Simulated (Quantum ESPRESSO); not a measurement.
# blue phosphorene, 3 layers, AB stacking, stepped through the field along the normal, part 2 of 3

Wanted: a table for blue phosphorene, 3 layers, AB stacking against the field along the normal, and what can be fitted to it.

Quantum ESPRESSO 7.5; plane-wave DFT, PBE, GBRV ultrasoft pseudopotentials.

So far. Step 2 (Relaxing cell and ions of the reference):  The last row is no step: it is a fresh SCF in the final cell with a new plane-wave basis, +0 meV from the row before.

### Step 3. Self-consistent run, 0 V/Å

The self-consistent run of this member.

Level of this step: plane-wave DFT, PBE, GBRV ultrasoft pseudopotentials (Quantum ESPRESSO 7.5).

m0.scf.in reads:

```
&control
  prefix = 'm0.scf'
  outdir = './out'
  pseudo_dir = './pseudo'
  calculation = 'scf'
  tprnfor = .true.
  tefield = .true.
  dipfield = .true.
/
&system
  ibrav = 0
  nat = 6
  ntyp = 1
  ecutwfc = 40
  ecutrho = 200
  occupations = 'smearing'
  smearing = 'fd'
  degauss = 0.002
  edir = 3
  emaxpos = 0.97
  eopreg = 0.04
  eamp = 0.0
  nbnd = 21
/
&electrons
  conv_thr = 1e-09
  mixing_beta = 0.4
  electron_maxstep = 120
  mixing_mode = 'plain'
/
ATOMIC_SPECIES
  P   30.9738  p_pbe_v1.5.uspp.F.UPF
CELL_PARAMETERS angstrom
  3.25487089400000 0.00000000000000 0.00000000000000
  -1.62743544700000 2.81880088100000 0.00000000000000
  0.00000000000000 0.00000000000000 27.12000000000000
ATOMIC_POSITIONS crystal
  P   0.666666666700 0.333333333300 0.301029205800
  P   0.333333333300 0.666666666700 0.346866050800
  P   0.000000000000 0.000000000000 0.470428506000
  P   0.666666666700 0.333333333300 0.516266575000
  P   0.666666666700 0.333333333300 0.659752130400
  P   0.333333333300 0.666666666700 0.705657532000
K_POINTS automatic
  12 12 1 0 0 0
```

Command:

```bash
> OMP_NUM_THREADS=1 mpirun -n 4 pw.x -nk 4 -in m0.scf.in > m0.scf.out
```

The program printed:

```text
[banner, memory and clock lines left out]
Program PWSCF v.7.5 starts
[citation notice left out]

[...]
bravais-lattice index     =            0
     lattice parameter (alat)  =       6.1508  a.u.
     unit-cell volume          =    1679.1305 (a.u.)^3
     number of atoms/cell      =            6
     number of atomic types    =            1
     number of electrons       =        30.00
     number of Kohn-Sham states=           21
     kinetic-energy cutoff     =      40.0000  Ry
     charge density cutoff     =     200.0000  Ry
     scf convergence threshold =      1.0E-09
     mixing beta               =       0.4000
     number of iterations used =            8  plain     mixing
     Exchange-correlation=  SLA  PW   PBX  PBC
                           (   1   4   3   4   0   0   0)

[...]
PseudoPot. # 1 for P  read from file:
     ./pseudo/p_pbe_v1.5.uspp.F.UPF
     Pseudo is Ultrasoft + core correction, Zval =  5.0
     Generated by new atomic code, or converted to UPF format
     Using radial grid of  903 points,  6 beta functions with:
                l(1) =   0
                l(2) =   0
                l(3) =   1
                l(4) =   1
                l(5) =   2
                l(6) =   2
     Q(r) pseudized with  8 coefficients,  rinner =    1.300   1.300   1.300
                                                       1.300   1.300

     atomic species   valence    mass     pseudopotential
     P                 5.00    30.97380     P ( 1.00)

     No symmetry found

[...]
number of k points=    74  Fermi-Dirac smearing, width (Ry)=  0.0020
[...]
Dense  grid:    80013 G-vectors     FFT dimensions: (  27,  27, 240)

     Smooth grid:    57591 G-vectors     FFT dimensions: (  25,  25, 216)

     Initial potential from superposition of free atoms

     starting charge      29.9990, renormalised to      30.0000

     negative rho (up, down):  8.611E-05 0.000E+00

     Adding external electric field

     Computed dipole along edir(3) :
        Dipole               -0.0000 Ry au,         -0.0000 Debye
        Dipole field         -0.0000 Ry au,

        Potential amp.        0.0000 Ry
        Total length         49.1994 bohr

     Starting wfcs are   24 randomized atomic wfcs

     per-process dynamical memory:    95.5 Mb

     Self-consistent Calculation

     iteration #  1     ecut=    40.00 Ry     beta= 0.40
     Davidson diagonalization with overlap
     ethr =  1.00E-02,  avg # of iterations =  2.7

     Threshold (ethr) on eigenvalues was too large:
     Diagonalizing with lowered threshold

     Davidson diagonalization with overlap
     ethr =  3.02E-04,  avg # of iterations =  3.9

     negative rho (up, down):  1.337E-04 0.000E+00

     Adding external electric field

     Computed dipole along edir(3) :
        Dipole                0.0003 Ry au,          0.0007 Debye
        Dipole field          0.0000 Ry au,

        Potential amp.       -0.0002 Ry
        Total length         49.1994 bohr

     total energy              =     -93.09145788 Ry
     estimated scf accuracy    <       0.09339823 Ry

     iteration #  2     ecut=    40.00 Ry     beta= 0.40
[...]
negative rho (up, down):  1.805E-04 0.000E+00

[...]
Dipole               -0.0009 Ry au,         -0.0023 Debye
[...]
total energy              =     -93.08759814 Ry
     estimated scf accuracy    <       0.02736688 Ry

     iteration #  3     ecut=    40.00 Ry     beta= 0.40
[...]
negative rho (up, down):  1.913E-04 0.000E+00

[...]
Dipole                0.0012 Ry au,          0.0031 Debye
[...]
total energy              =     -93.08948897 Ry
     estimated scf accuracy    <       0.00158608 Ry

     iteration #  4     ecut=    40.00 Ry     beta= 0.40
[...]
c_bands:  1 eigenvalues not converged
     c_bands:  2 eigenvalues not converged
     c_bands:  2 eigenvalues not converged
[...]
negative rho (up, down):  1.965E-04 0.000E+00

[...]
Dipole               -0.0018 Ry au,         -0.0045 Debye
[...]
total energy              =     -93.08984214 Ry
     estimated scf accuracy    <       0.00079119 Ry

     iteration #  5     ecut=    40.00 Ry     beta= 0.40
[...]
negative rho (up, down):  2.028E-04 0.000E+00

[...]
Dipole                0.0008 Ry au,          0.0021 Debye
[...]
total energy              =     -93.09007450 Ry
     estimated scf accuracy    <       0.00028457 Ry

     iteration #  6     ecut=    40.00 Ry     beta= 0.40
[...]
negative rho (up, down):  2.066E-04 0.000E+00

[...]
Dipole               -0.0000 Ry au,         -0.0001 Debye
[...]
total energy              =     -93.09012547 Ry
     estimated scf accuracy    <       0.00005509 Ry

[...]
iteration # 11     ecut=    40.00 Ry     beta= 0.40
[...]
negative rho (up, down):  2.113E-04 0.000E+00

[...]
Dipole                0.0003 Ry au,          0.0008 Debye
[...]
total energy              =     -93.09015985 Ry
     estimated scf accuracy    <       0.00000021 Ry

     iteration # 12     ecut=    40.00 Ry     beta= 0.40
[...]
negative rho (up, down):  2.115E-04 0.000E+00

[...]
Dipole                0.0003 Ry au,          0.0009 Debye
[...]
total energy              =     -93.09015986 Ry
     estimated scf accuracy    <       0.00000003 Ry

     iteration # 13     ecut=    40.00 Ry     beta= 0.40
[...]
negative rho (up, down):  2.116E-04 0.000E+00

[...]
Dipole                0.0003 Ry au,          0.0008 Debye
[...]
total energy              =     -93.09015987 Ry
     estimated scf accuracy    <       0.00000001 Ry

     iteration # 14     ecut=    40.00 Ry     beta= 0.40
[...]
negative rho (up, down):  2.118E-04 0.000E+00

[...]
Dipole                0.0004 Ry au,          0.0009 Debye
[...]
End of self-consistent calculation

          k = 0.0000 0.0000 0.0000 (  7195 PWs)   bands (ev):

   -14.7714 -14.7178 -14.6977  -7.3664  -6.9857  -6.6336  -1.7486  -0.9276
    -0.5503  -0.5503  -0.5426  -0.5426  -0.5246  -0.5246   0.0617   3.4425
     3.4429   3.4639   3.5057   3.5067   3.5258

          k = 0.0000 0.0962 0.0000 (  7165 PWs)   bands (ev):

   -14.6573 -14.6039 -14.5838  -7.2803  -6.9056  -6.5599  -1.6861  -1.4643
    -1.4300  -1.4153  -0.8480  -0.8143  -0.7918  -0.7804   0.1072   3.1386
     3.1997   3.2345   3.7637   3.8305   3.8680

[...]
the Fermi energy is     0.7188 ev

!    total energy              =     -93.09015987 Ry
     estimated scf accuracy    <          7.3E-11 Ry
     smearing contrib. (-TS)   =      -0.00000000 Ry
     internal energy E=F+TS    =     -93.09015987 Ry

     The total energy is F=E-TS. E is the sum of the following terms:
     one-electron contribution =    -687.60626895 Ry
     hartree contribution      =     351.27775803 Ry
     xc contribution           =     -35.37991149 Ry
     ewald contribution        =     278.61826254 Ry
     electric field correction =       0.00000000 Ry

     convergence has been achieved in  14 iterations

     negative rho (up, down):  2.118E-04 0.000E+00

     Forces acting on atoms (cartesian axes, Ry/au):

     atom    1 type  1   force =    -0.00000001    0.00000000   -0.00288194
     atom    2 type  1   force =     0.00000003    0.00000002   -0.00262741
     atom    3 type  1   force =    -0.00000000   -0.00000002    0.00161305
     atom    4 type  1   force =    -0.00000000   -0.00000001    0.00008137
     atom    5 type  1   force =    -0.00000004   -0.00000003    0.00162878
     atom    6 type  1   force =     0.00000002    0.00000004    0.00218615

     Total force =     0.005025     Total SCF correction =     0.000023

[...]
```

Wall time 92 s (4 MPI ranks of Arm Neoverse V1, shared host); peak memory 0.57 GiB; 6.2 min of CPU time.

Numbers from this step:

- free energy: -1266.5561 eV
- Fermi energy: 0.7188 eV
- dipole along the normal: 1.87e-4 e·Å
- valence top, on the run's zero: 0.1726 eV
- conduction bottom, on the run's zero: 1.239 eV
- gap by band count: 1.066 eV

### Step 4. Electrostatic potential, 0 V/Å

plot_num = 11 writes the bare and Hartree potential, from which vacuum levels or, in a crystal, the mean potential are read.

m0.pot.in reads:

```
&inputpp
  prefix = 'm0.scf'
  outdir = './out'
  filplot = 'm0.pot.dat'
  plot_num = 11
/
```

Command:

```bash
> OMP_NUM_THREADS=1 mpirun -n 4 pp.x -in m0.pot.in > m0.pot.out
```

The program printed:

```text
[banner, memory and clock lines left out]
Program POST-PROC v.7.5 starts

          URL

     ./out/m0.scf.save/

     IMPORTANT: XC functional enforced from input :
     Exchange-correlation= PBE
                           (   1   4   3   4   0   0   0)
     Any further DFT definition will be discarded
     Please, verify this is what you really want

     negative rho (up, down):  2.118E-04 0.000E+00

     Adding external electric field

     Computed dipole along edir(3) :
        Dipole                0.0004 Ry au,          0.0009 Debye
        Dipole field          0.0000 Ry au,

        Potential amp.       -0.0003 Ry
        Total length         49.1994 bohr

     Calling punch_plot, plot_num =  11

     Adding external electric field

     Computed dipole along edir(3) :
        Dipole                0.0004 Ry au,          0.0009 Debye
        Dipole field          0.0000 Ry au,

        Potential amp.       -0.0003 Ry
        Total length         49.1994 bohr

     Writing data to file  m0.pot.dat
     Message from routine chdens:
     namelist plot not found or invalid, exiting
```

Wall time 0.86 s (4 MPI ranks); peak memory 0.1 GiB; 3.2 s of CPU time.

This step gave:

- slope of the potential above: 8.41e-5 eV/Å
- upper vacuum line continued to the top atoms, over the valence top: 5.520 eV
- slope of the potential below: -5.96e-5 eV/Å
- lower vacuum line continued to the bottom atoms, over the valence top: 5.524 eV
- vacuum level at the upper face over the valence top of the mesh: 5.521 eV
- vacuum level at the lower face over the valence top of the mesh: 5.524 eV

The potential energy, planar mean oscillates, so the rows of the table below give means over windows of 2.43 Å about each position, cut where the curve ends. Its maxima inside the range that stand out by 2 % of the span (Å: eV): 8.8: -9.22, 11.1: 4.69, 13.3: -9.28, 15.9: 5.08, 18.5: -9.15. Its minima: 8.2: -13.8, 9.4: -13.9, 12.8: -13.8, 14.0: -13.8, 18.0: -13.8, 19.1: -13.9.

Electrostatic potential energy of an electron, with the sawtooth; zero at the highest filled level of the SCF mesh. The potential energy, planar mean by z; means over each step:

```
z (Å)  potential energy, planar mean (eV)
 1.22                                5.52
 3.65                                5.52
 6.08                                4.92
 8.51                               -9.92
10.94                                1.62
13.37                               -10.6
15.80                                3.56
18.23                               -9.87
20.66                                2.81
23.09                                5.52
25.52                                5.52
```

### Step 5. Band structure, 0 V/Å

Bands along a path place the edges.

m0.bands.in, as its differences from the input of step 3:

```diff
@@ -1,7 +1,6 @@
 &control
-  prefix = 'm0.scf'
+  prefix = 'm0.bands'
   outdir = './out'
   pseudo_dir = './pseudo'
-  calculation = 'scf'
-  tprnfor = .true.
+  calculation = 'bands'
   tefield = .true.
@@ -25,6 +24,6 @@
 &electrons
-  conv_thr = 1e-09
+  conv_thr = 1e-07
   mixing_beta = 0.4
   electron_maxstep = 120
-  mixing_mode = 'plain'
+  mixing_mode = 'local-TF'
 /
@@ -43,3 +42,7 @@
   P   0.333333333300 0.666666666700 0.705657532000
-K_POINTS automatic
-  12 12 1 0 0 0
+K_POINTS crystal_b
+4
+  0.0000000000 0.0000000000 0.0000000000 10
+  0.5000000000 0.0000000000 0.0000000000 10
+  0.3333333333 0.3333333333 0.0000000000 10
+  0.0000000000 0.0000000000 0.0000000000 1
```

Command:

```bash
> cp -r out/m0.scf.save out/m0.bands.save
> cp out/m0.scf.xml out/m0.bands.xml
> OMP_NUM_THREADS=1 mpirun -n 4 pw.x -nk 4 -in m0.bands.in > m0.bands.out
```

The program printed:

```text
[banner, memory and clock lines left out]
Program PWSCF v.7.5 starts

          URL

     Presently no symmetry can be used with electric field

     Atomic positions and unit cell read from directory:
     ./out/m0.bands.save/

     G-vector sticks info

     bravais-lattice index     =            0
     lattice parameter (alat)  =       6.1508  a.u.
     unit-cell volume          =    1679.1305 (a.u.)^3
     number of atoms/cell      =            6
     number of atomic types    =            1
     number of electrons       =        30.00
     number of Kohn-Sham states=           21
     kinetic-energy cutoff     =      40.0000  Ry
     charge density cutoff     =     200.0000  Ry
     Exchange-correlation=  SLA  PW   PBX  PBC
                           (   1   4   3   4   0   0   0)

     celldm(1)=   6.150815  celldm(2)=   0.000000  celldm(3)=   0.000000
     celldm(4)=   0.000000  celldm(5)=   0.000000  celldm(6)=   0.000000

     crystal axes: (cart. coord. in units of alat)
               a(1) = (   1.000000   0.000000   0.000000 )
               a(2) = (  -0.500000   0.866025   0.000000 )
               a(3) = (   0.000000   0.000000   8.332128 )

     reciprocal axes: (cart. coord. in units 2 pi/alat)
               b(1) = (  1.000000  0.577350 -0.000000 )
               b(2) = (  0.000000  1.154701  0.000000 )
               b(3) = (  0.000000 -0.000000  0.120017 )

     PseudoPot. # 1 for P  read from file:
     ./pseudo/p_pbe_v1.5.uspp.F.UPF
     Pseudo is Ultrasoft + core correction, Zval =  5.0
     Generated by new atomic code, or converted to UPF format
     Using radial grid of  903 points,  6 beta functions with:
                l(1) =   0
                l(2) =   0
                l(3) =   1
                l(4) =   1
                l(5) =   2
                l(6) =   2
     Q(r) pseudized with  8 coefficients,  rinner =    1.300   1.300   1.300
                                                       1.300   1.300

     atomic species   valence    mass     pseudopotential
     P                 5.00    30.97380     P ( 1.00)

     No symmetry found

   Cartesian axes

     site n.     atom                  positions (alat units)
         1        P      tau(   1) = (   0.5000000   0.2886751   2.5082138  )
         2        P      tau(   2) = (  -0.0000000   0.5773503   2.8901322  )
         3        P      tau(   3) = (   0.0000000   0.0000000   3.9196704  )
         4        P      tau(   4) = (   0.5000000   0.2886751   4.3015990  )
         5        P      tau(   5) = (   0.5000000   0.2886751   5.4971390  )
         6        P      tau(   6) = (  -0.0000000   0.5773503   5.8796287  )

     number of k points=    31  Fermi-Dirac smearing, width (Ry)=  0.0020
                       cart. coord. in units 2pi/alat
        k(    1) = (   0.0000000   0.0000000   0.0000000), wk =   0.0645161
        k(    2) = (   0.0500000   0.0288675   0.0000000), wk =   0.0645161
        k(    3) = (   0.1000000   0.0577350   0.0000000), wk =   0.0645161
        k(    4) = (   0.1500000   0.0866025   0.0000000), wk =   0.0645161
        k(    5) = (   0.2000000   0.1154701   0.0000000), wk =   0.0645161
        k(    6) = (   0.2500000   0.1443376   0.0000000), wk =   0.0645161
        k(    7) = (   0.3000000   0.1732051   0.0000000), wk =   0.0645161
        k(    8) = (   0.3500000   0.2020726   0.0000000), wk =   0.0645161
        k(    9) = (   0.4000000   0.2309401   0.0000000), wk =   0.0645161
        k(   10) = (   0.4500000   0.2598076   0.0000000), wk =   0.0645161
        k(   11) = (   0.5000000   0.2886751   0.0000000), wk =   0.0645161
        k(   12) = (   0.4833333   0.3175426   0.0000000), wk =   0.0645161
        k(   13) = (   0.4666667   0.3464102   0.0000000), wk =   0.0645161
        k(   14) = (   0.4500000   0.3752777   0.0000000), wk =   0.0645161
        k(   15) = (   0.4333333   0.4041452   0.0000000), wk =   0.0645161
        k(   16) = (   0.4166667   0.4330127   0.0000000), wk =   0.0645161
        k(   17) = (   0.4000000   0.4618802   0.0000000), wk =   0.0645161
        k(   18) = (   0.3833333   0.4907477   0.0000000), wk =   0.0645161
        k(   19) = (   0.3666667   0.5196152   0.0000000), wk =   0.0645161
        k(   20) = (   0.3500000   0.5484828   0.0000000), wk =   0.0645161
        k(   21) = (   0.3333333   0.5773503   0.0000000), wk =   0.0645161
        k(   22) = (   0.3000000   0.5196152   0.0000000), wk =   0.0645161
        k(   23) = (   0.2666667   0.4618802   0.0000000), wk =   0.0645161
        k(   24) = (   0.2333333   0.4041452   0.0000000), wk =   0.0645161
        k(   25) = (   0.2000000   0.3464102   0.0000000), wk =   0.0645161
        k(   26) = (   0.1666667   0.2886751   0.0000000), wk =   0.0645161
        k(   27) = (   0.1333333   0.2309401   0.0000000), wk =   0.0645161
        k(   28) = (   0.1000000   0.1732051   0.0000000), wk =   0.0645161
        k(   29) = (   0.0666667   0.1154701   0.0000000), wk =   0.0645161
        k(   30) = (   0.0333333   0.0577350   0.0000000), wk =   0.0645161
        k(   31) = (   0.0000000   0.0000000   0.0000000), wk =   0.0645161

     Dense  grid:    80013 G-vectors     FFT dimensions: (  27,  27, 240)

     Smooth grid:    57591 G-vectors     FFT dimensions: (  25,  25, 216)

     The potential is recalculated from file :
     ./out/m0.bands.save/charge-density

     negative rho (up, down):  2.118E-04 0.000E+00

     Adding external electric field

     Computed dipole along edir(3) :
        Dipole                0.0004 Ry au,          0.0009 Debye
        Dipole field          0.0000 Ry au,

        Potential amp.       -0.0003 Ry
        Total length         49.1994 bohr

     Starting wfcs are   24 randomized atomic wfcs

     Band Structure Calculation
     Davidson diagonalization with overlap
     c_bands:  5 eigenvalues not converged
     c_bands:  1 eigenvalues not converged
[MPI's abort notice left out]

"abort". This may have caused other processes in the application to be
terminated by signals sent by prterun (as reported here).
```

Wall time 41 s (4 MPI ranks); peak memory 0.34 GiB.

The run ended with an error.

(Continued in part 3 of 3.)

[Logs are printed without paths, hosts, clocks, repeated set-up lines and the standing remarks that a program may print on its own settings, such as how far it seeks lower states.]

[Hosts, paths, dates, database ids (printed as entryN), source tags and the programs' standing remarks are cut or masked in the printed files.]

[Maps of the electrostatic potential energy from Ansatz leave out the sawtooth potential of an applied field or a dipole correction, so their vacuum need not be flat; planar profiles and work functions include it.]
